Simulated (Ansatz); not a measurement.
# AlCo (Pm-3m) in Ansatz: equation of state

Aim: energy against volume of AlCo in PBE, for its equilibrium volume and stiffness.

Program: Ansatz 0.2.0. These are calculated values, not measurements. Logs are shortened: lines on timing, memory, paths and dates and some standing lists are left out, and cuts for length are marked.

## 1. The crystal as given

It takes space group Pm-3m (No. 221, cubic). The conventional cell has a = 2.819 Å, b = 2.819 Å, c = 2.819 Å, α = 90.00°, β = 90.00°, γ = 90.00°. Around Co (site symmetry m-3m) lie 8 Al at 2.44 Å. Al (site symmetry m-3m) is surrounded by 8 Co at 2.44 Å.

The cell is a database's computed one.

## 2. Single point, PBE, collinear spin, ferromagnetic start, 10.53 Å³/atom (volume scaled by 0.94)

input.yaml

```yaml
crystal:
  lattice:
    - [2.7618482194, 0.0, 0.0]
    - [0.0, 2.7618482194, 0.0]
    - [0.0, 0.0, 2.7618482194]
  atoms:
    - { symbol: Co, position: [0.5, 0.5, 0.5], spin: 2.0 }
    - { symbol: Al, position: [0.0, 0.0, 0.0] }
hamiltonian:
  xc: pbe
  pseudopotentials: { kind: paw }
magnetization:
  spin_polarized: true
kpoints:
  mp_grid: { grid: [9, 9, 9] }
scf:
  occupations: { method: fermi_dirac, width: 0.05 }
output:
  forces: true
  stress: true
  eigenvalues: true
  write_density: true
  write_potential: true
  elf: true
  volumetric_format: npy
```

Potentials or basis: Ansatz PAW.

Run with:

```bash
ansatz run input.yaml --threads 1 --pin off --max-ram 2560MiB --backend cpu --events-out ev --progress --plain --runs-dir out
```

The program printed:

```text
Warning: RAYON_NUM_THREADS=1 ignored (pool sized by the plan → 1); use --threads N
Engine: ansatz 0.2.0, aarch64-unknown-linux-gnu
Pseudopotentials: kind: paw
Pseudopotential: Co, paw, valence charge 17, recommended cutoff 420 eV (normal), Co.paw.azcp
Pseudopotential: Al, paw, valence charge 3, recommended cutoff 420 eV (normal), Al.paw.azcp
Functional definition: PBE
  parameter kappa = 0.804
  parameter beta = 0.06672455060314922
  exchange = pbe_x(kappa = kappa, mu = beta*pi^2/3)
  correlation = pbe_c(beta = beta)
Crystal: 2 atoms, lattice volume = 21.067 Å³
Basis set: ecut = 420 eV, 437 PW (Γ), exchange–correlation on 40×40×40 points (8 copies of the dense FFT grid, shifted against one another)
Bands: 15, of which v1, the nominal top of the filled ones, is band 10 counted from 1 (9 counted from 0)
Symmetry: 48 space group operations
Space group: Pm-3m (ITA 221), of the structure as read, at distance tolerance 2.8e-5 Å
Magnetic group: BNS 221.92 (UNI 1594), of the structure as read, at distance tolerance 2.8e-5 Å
k-points: 35 of 729
Non-local potential: Co, projectors of the file, l = 0: 3, l = 1: 2, l = 2: 3, l = 3: 1
Non-local potential: Al, projectors of the file, l = 0: 2, l = 1: 2, l = 2: 1
PAW form: soft (Blöchl's): semilocal exchange-correlation on the pseudo side does not see the compensation charge
PAW one-centre angular grid: Co, 590 points (default); XC on 64 Gauss nodes
PAW one-centre angular grid: Al, 110 points (default); XC on 64 Gauss nodes
Initial density: superposition of atomic densities (chi_scale 0.1, normalization cell)
Starting moments: Σ|m| = 2 μB on 1 of 2 sites
Initial wavefunctions: pseudopotential atomic-orbital guess
Functional: x = pbe(κ = 0.804, μ = 0.2195149727645171), c = pbe(β = 0.06672455060314922)
SCF iter   1: F=—  HF=-5664.360377 eV  |F-HF|=—  |Δ(HF+E_count)|=         —  Δρ=2.53e-1 (↑2.53e-1 ↓1.30e-1)  dr2=2.32e0  dr2_m=6.86e0  M=0.030 μB ∫|m|=0.163 μB  β_m=0.30  ethr=3.10e-3  ⟨swp⟩=4.8  Hψ=4853  notcnv=0
Mixer restart at iter 1: flushing history
preconditioner: auto → none  [metal: Δε(μ)=0.050 eV  Ē_g=9.865 eV  σ=0.050 eV  W_gap=0.23  n_scr=6 (ndim 8)  ℏωp=28.0 eV  f_vac=0.000  D(μ)=0.39/eV (n_scr^D=0)  sad-step TF]
SCF iter   2: F=—  HF=-5663.227202 eV  |F-HF|=—  |Δ(HF+E_count)|=    1.13e0  Δρ=1.38e-1 (↑1.23e-1 ↓1.38e-1)  dr2=2.12e-1  dr2_m=3.23e0  M=0.074 μB ∫|m|=0.172 μB  β_m=0.51  ethr=3.10e-3  ⟨swp⟩=2.3  Hψ=2364  notcnv=0  defer=27
SCF iter   3: F=—  HF=-5665.506139 eV  |F-HF|=—  |Δ(HF+E_count)|=    2.28e0  Δρ=1.36e-1 (↑1.36e-1 ↓3.76e-2)  dr2=3.66e0  dr2_m=5.24e-1  M=0.023 μB ∫|m|=0.097 μB  β_m=0.44  ethr=1.06e-3  ⟨swp⟩=3.3  Hψ=2777  notcnv=0  defer=28
SCF iter   4: F=—  HF=-5664.618101 eV  |F-HF|=—  |Δ(HF+E_count)|=   8.88e-1  Δρ=2.03e-2 (↑5.65e-3 ↓2.03e-2)  dr2=8.34e-2  dr2_m=1.08e-2  M=0.016 μB ∫|m|=0.054 μB  β_m=0.72  ethr=1.06e-3  ⟨swp⟩=2.9  Hψ=2800  notcnv=0  defer=28
SCF iter   5: F=—  HF=-5664.713136 eV  |F-HF|=—  |Δ(HF+E_count)|=   9.50e-2  Δρ=1.61e-2 (↑1.31e-2 ↓1.61e-2)  dr2=1.15e-1  dr2_m=4.68e-4  M=0.006 μB ∫|m|=0.022 μB  β_m=0.86  ethr=4.17e-4  ⟨swp⟩=2.3  Hψ=1851  notcnv=0  defer=28
SCF iter   6: F=—  HF=-5664.714945 eV  |F-HF|=—  |Δ(HF+E_count)|=   1.81e-3  Δρ=2.16e-3 (↑2.16e-3 ↓1.97e-3)  dr2=2.63e-3  dr2_m=2.42e-6  M=0.000 μB ∫|m|=0.002 μB  β_m=0.77  ethr=4.17e-4  ⟨swp⟩=2.3  Hψ=1783  notcnv=0  defer=28
SCF iter   7: F=—  HF=-5664.715069 eV  |F-HF|=—  |Δ(HF+E_count)|=   1.23e-4  Δρ=6.34e-4 (↑6.34e-4 ↓3.22e-4)  dr2=9.62e-5  dr2_m=5.75e-6  M=0.000 μB ∫|m|=0.002 μB  β_m=0.88  ethr=1.32e-5  ⟨swp⟩=1.3  Hψ=1524  notcnv=0  defer=28
SCF iter   8: F=—  HF=-5664.715082 eV  |F-HF|=—  |Δ(HF+E_count)|=   1.34e-5  Δρ=1.30e-4 (↑1.30e-4 ↓6.83e-5)  dr2=1.03e-6  dr2_m=1.84e-6  M=0.000 μB ∫|m|=0.001 μB  β_m=0.90  ethr=4.81e-7  ⟨swp⟩=2.1  Hψ=1409  notcnv=0  defer=28
SCF iter   9: F=—  HF=-5664.715082 eV  |F-HF|=—  |Δ(HF+E_count)|=   5.28e-8  Δρ=5.94e-5 (↑5.94e-5 ↓1.95e-5)  dr2=1.11e-6  dr2_m=8.44e-8  M=0.000 μB ∫|m|=0.000 μB  β_m=0.95  ethr=5.16e-9  ⟨swp⟩=1.9  Hψ=1306  notcnv=0  defer=28
SCF iter  10: F=—  HF=-5664.715082 eV  |F-HF|=—  |Δ(HF+E_count)|=   2.26e-7  Δρ=1.08e-5 (↑1.08e-5 ↓1.72e-6)  dr2=1.77e-8  dr2_m=4.74e-9  M=0.000 μB ∫|m|=0.000 μB  β_m=0.94  ethr=5.16e-9  ⟨swp⟩=2.1  Hψ=1306  notcnv=0  defer=28
SCF iter  11: F=—  HF=-5664.715082 eV  |F-HF|=—  |Δ(HF+E_count)|=   1.06e-9  Δρ=9.34e-7 (↑6.69e-7 ↓9.34e-7)  dr2=2.65e-10  dr2_m=7.17e-12  M=0.000 μB ∫|m|=0.000 μB  β_m=0.92  ethr=8.83e-11  ⟨swp⟩=2.2  Hψ=1557  notcnv=0  defer=28
SCF iter  12: F=-5664.715082 eV  HF=-5664.715082 eV  |F-HF|=3.64e-11  |Δ(HF+E_count)|=  1.27e-11  Δρ=2.50e-7 (↑2.50e-7 ↓2.33e-7)  dr2=4.09e-11  dr2_m=1.31e-13  M=0.000 μB ∫|m|=0.000 μB  ethr=1.32e-12  ⟨swp⟩=5.6  Hψ=4744  notcnv=0
SCF 1 converged in 12 iterations: F = -5664.715082 eV  dr2 = 4.09e-11
WARN: the starting moments were not kept: the SCF closed with an absolute magnetisation of 1.1e-7 μB, where they sum to 2 μB in size (1 site). That is at most 0.1 of that sum. Measured as dr2_m measures the in/out step, that magnetisation stands 8.3e-15 eV from none, at or under the dr2_threshold of 1.0e-7 eV: it is no larger than a step whose dr2_m would equal this threshold. The system may hold no moment; this SCF shows only that its start led to no more than that. To try another start: raise the starting moments (crystal.atoms[].spin, magnetization.per_species, magnetization.initial_magnetization, or on a non-collinear deck that types none of these the spinor_matrix: blocks that start its atoms; where the total moment is fixed, keep their sum and leave initial_magnetization as it is; typed ones take the place of any that the run laid by itself, positive ones on a crystal's lanthanoids without a Hubbard term where scf.initial_density.shell_occupations: [] is typed) or, if the notice of its spin-set hold's release reads "site moments contracting" or "site moments show no strong build", lengthen the hold (scf.mixing.spin_hold: { on: { confirm: 4 } }; for m-r²SCAN on two components see the key's manual first). Each may lead to a state that holds a moment. A second SCF, from the converged charge density, with the starting moments and any scf.initial_density.shell_occupations laid on it anew, would have followed, and was not run: the deck does not ask for one (magnetization.retry_lost_moments is false, the default). To let it run, set magnetization.retry_lost_moments: true and run the deck again, where that key's refused combinations let it; where memory then withholds it, that run's warning says so.
SCF converged after 12 iterations
Magnetization: 0.0000 μB (10.0000 up, 10.0000 down)
Absolute magnetization: 0.0000 μB (∫|ρ↑−ρ↓|, with the PAW one-centre terms)
Spin contamination: 0.0000 ħ² per cell (⟨S²⟩ above its minimum at these occupations)
Per-site moments (μB) at R_I (Å): [(3.313618965021227e-8, 0.9866301717513525), (1.1267383390985539e-8, 0.9866301717513525)]
Free energy (F): -5664.715082 eV
Harris-Foulkes:  -5664.715082 eV  (|F-HF|=3.64e-11)
Internal energy: -5664.711409 eV  (E = F + TS)
E sigma→0 (E₀):  -5664.713246 eV
Entropy (-TS):   -0.003673 eV (-1.837 meV/atom)
Fermi energy:    16.204890 eV
--- Per-component energies (eV) ---
  E_band       = -254.633949
  E_kinetic    = 488.306053
  E_local      = -3555.800605  (includes V_loc(G=0)·N_el)
  E_nonlocal   = 466.940883
  E_hartree    = 1541.880667
  E_xc         = -202.595737
  E_vxc        = -239.263712  (∫ρ·V_xc dr)
  E_paw        = -1986.046013  (= ΣΔE_a)
  E_vpaw       = -498.578481  (= ΣTr[D̂ρ^β])
  E_aug_tail   = 0.000079  (compensation charges beyond the density's cutoff)
  E_ewald      = -2417.396737
  E_smearing   = -0.003673  (= −TS)
  E_closure    = 0.000000  (closes the sum)
  Σ components = -5664.715082   (vs F -5664.715082, Δ=0.00e0)
--- Forces (eV/Å), atoms counted from 1 ---
  atom   1  Co     0.00000000    -0.00000000     0.00000000
  atom   2  Al     0.00000000     0.00000000     0.00000000
  max |Σ_I F_I| component: 8.01e-29 eV/Å
--- Stress (GPa, compression-positive) ---
       21.189012       0.000000       0.000000
        0.000000      21.189012       0.000000
        0.000000       0.000000      21.189012
  P = ⅓ Tr σ = 21.1890 GPa (211.890 kbar)
--- Band table (eV; the first three rows and the last of 70) ---
  k-point 0 ↑: bands = ["-78.6860", "-41.9792", "-41.9792", "-41.9792", "4.4323", "12.7649", "12.7649", "15.2384", "15.2384", "15.2384", "22.6218", "22.6218", "22.6218", "25.2779", "25.2779"]
  k-point 1 ↑: bands = ["-78.6853", "-41.9865", "-41.9786", "-41.9786", "4.6828", "12.7408", "12.8387", "15.1001", "15.1001", "15.2537", "20.7464", "22.9654", "22.9654", "25.2182", "27.0072"]
  k-point 2 ↑: bands = ["-78.6839", "-42.0051", "-41.9771", "-41.9771", "5.4215", "12.4952", "13.0328", "14.7814", "14.7814", "15.2926", "18.4019", "23.9026", "23.9026", "25.0498", "28.9795"]
  k-point 34 ↓: bands = ["-78.6720", "-42.0278", "-42.0278", "-42.0278", "11.6046", "11.8618", "11.8618", "15.7476", "15.7476", "17.4099", "18.6574", "18.6574", "21.1520", "22.3882", "22.3882"]
```

Run time: 2.2 s. Hardware: 1 thread of Arm Neoverse V2, shared host; peak memory 0.28 GiB.

Results:

```
Free energy            : -5664.7151 eV
Pressure               : 21.2 GPa
Band gap on the k mesh : none (metal or under the smearing width)
Net moment             : 0.00 μB per cell
Absolute moment        : 0.00 μB per cell
```

Caveat: the starting moments collapsed, and a magnetic state may lie lower; the starting moments weren't kept.

## 3. Single point, PBE, collinear spin, ferromagnetic start, 10.76 Å³/atom (volume scaled by 0.96)

Changes to input.yaml since step 2:

```diff
@@ -2,5 +2,5 @@
   lattice:
-    - [2.7618482194, 0.0, 0.0]
-    - [0.0, 2.7618482194, 0.0]
-    - [0.0, 0.0, 2.7618482194]
+    - [2.7812984956, 0.0, 0.0]
+    - [0.0, 2.7812984956, 0.0]
+    - [0.0, 0.0, 2.7812984956]
   atoms:
@@ -21,5 +21 @@
   eigenvalues: true
-  write_density: true
-  write_potential: true
-  elf: true
-  volumetric_format: npy
```

Potentials or basis: Ansatz PAW.

Run with:

```bash
ansatz run input.yaml --threads 1 --pin off --max-ram 2560MiB --backend cpu --events-out ev --progress --plain --runs-dir out
```

Run time: 1.9 s. Hardware: 1 thread of Arm Neoverse V2, shared host; peak memory 0.28 GiB.

The run converged. Its results:

| Property | Result |
| --- | --- |
| Free energy | -5664.7667 eV |
| Pressure | 15.8 GPa |
| Band gap on the k mesh | none (metal or under the smearing width) |
| Net moment | 0.00 μB per cell |
| Absolute moment | 0.00 μB per cell |

Caveat: the starting moments collapsed, and a magnetic state may lie lower; the starting moments weren't kept.

## 4. Single point, PBE, collinear spin, ferromagnetic start, 10.98 Å³/atom (volume scaled by 0.98)

Changes to input.yaml since step 3:

```diff
@@ -2,5 +2,5 @@
   lattice:
-    - [2.7812984956, 0.0, 0.0]
-    - [0.0, 2.7812984956, 0.0]
-    - [0.0, 0.0, 2.7812984956]
+    - [2.8004804707, 0.0, 0.0]
+    - [0.0, 2.8004804707, 0.0]
+    - [0.0, 0.0, 2.8004804707]
   atoms:
```

Run with:

```bash
ansatz run input.yaml --threads 1 --pin off --max-ram 2560MiB --backend cpu --events-out ev --progress --plain --runs-dir out
```

Run time: 1.9 s. Hardware: 1 thread of Arm Neoverse V2, shared host; peak memory 0.28 GiB.

Results (log left out):

```
Free energy            : -5664.8041 eV
Pressure               : 11.0 GPa
Band gap on the k mesh : none (metal or under the smearing width)
Net moment             : 0.00 μB per cell
Absolute moment        : 0.00 μB per cell
```

Caveat: the starting moments collapsed, and a magnetic state may lie lower; the starting moments weren't kept.

## 5. Single point, PBE, collinear spin, ferromagnetic start, 11.21 Å³/atom

Changes to input.yaml since step 4:

```diff
@@ -2,5 +2,5 @@
   lattice:
-    - [2.8004804707, 0.0, 0.0]
-    - [0.0, 2.8004804707, 0.0]
-    - [0.0, 0.0, 2.8004804707]
+    - [2.81940321, 0.0, 0.0]
+    - [0.0, 2.81940321, 0.0]
+    - [0.0, 0.0, 2.81940321]
   atoms:
```

Run with:

```bash
ansatz run input.yaml --threads 1 --pin off --max-ram 2560MiB --backend cpu --events-out ev --progress --plain --runs-dir out
```

Run time: 1.9 s. Hardware: 1 thread of Arm Neoverse V2, shared host; peak memory 0.28 GiB.

The run converged. Its results:

- Free energy: -5664.8286 eV
- Pressure: 6.6 GPa
- Band gap on the k mesh: none (metal or under the smearing width)
- Net moment: 0.00 μB per cell
- Absolute moment: 0.00 μB per cell

Caveat: the starting moments collapsed, and a magnetic state may lie lower; the starting moments weren't kept.

## 6. Single point, PBE, collinear spin, ferromagnetic start, 11.43 Å³/atom (volume scaled by 1.02)

Changes to input.yaml since step 5:

```diff
@@ -2,5 +2,5 @@
   lattice:
-    - [2.81940321, 0.0, 0.0]
-    - [0.0, 2.81940321, 0.0]
-    - [0.0, 0.0, 2.81940321]
+    - [2.8380752986, 0.0, 0.0]
+    - [0.0, 2.8380752986, 0.0]
+    - [0.0, 0.0, 2.8380752986]
   atoms:
@@ -21 +21,5 @@
   eigenvalues: true
+  write_density: true
+  write_potential: true
+  elf: true
+  volumetric_format: npy
```

Potentials or basis: Ansatz PAW.

Run with:

```bash
ansatz run input.yaml --threads 1 --pin off --max-ram 2560MiB --backend cpu --events-out ev --progress --plain --runs-dir out
```

Run time: 2.3 s. Hardware: 1 thread of Arm Neoverse V2, shared host; peak memory 0.29 GiB.

The run converged. Its results:

```
Free energy            : -5664.8416 eV
Pressure               : 2.7 GPa
Band gap on the k mesh : none (metal or under the smearing width)
Net moment             : 0.00 μB per cell
Absolute moment        : 0.00 μB per cell
```

Caveat: the starting moments collapsed, and a magnetic state may lie lower; the starting moments weren't kept.

## 7. Single point, PBE, collinear spin, ferromagnetic start, 11.65 Å³/atom (volume scaled by 1.04)

Changes to input.yaml since step 6:

```diff
@@ -2,5 +2,5 @@
   lattice:
-    - [2.8380752986, 0.0, 0.0]
-    - [0.0, 2.8380752986, 0.0]
-    - [0.0, 0.0, 2.8380752986]
+    - [2.8565048754, 0.0, 0.0]
+    - [0.0, 2.8565048754, 0.0]
+    - [0.0, 0.0, 2.8565048754]
   atoms:
@@ -21,5 +21 @@
   eigenvalues: true
-  write_density: true
-  write_potential: true
-  elf: true
-  volumetric_format: npy
```

Run with:

```bash
ansatz run input.yaml --threads 1 --pin off --max-ram 2560MiB --backend cpu --events-out ev --progress --plain --runs-dir out
```

Wall time 2 s (1 thread of Arm Neoverse V2, shared host); peak memory 0.28 GiB.

The run converged. Its results:

* Free energy: -5664.8441 eV
* Pressure: -0.9 GPa
* Band gap on the k mesh: none (metal or under the smearing width)
* Net moment: 0.00 μB per cell
* Absolute moment: 0.00 μB per cell

Caveat: the starting moments collapsed, and a magnetic state may lie lower; the starting moments weren't kept.

[end of part 1 of 2]
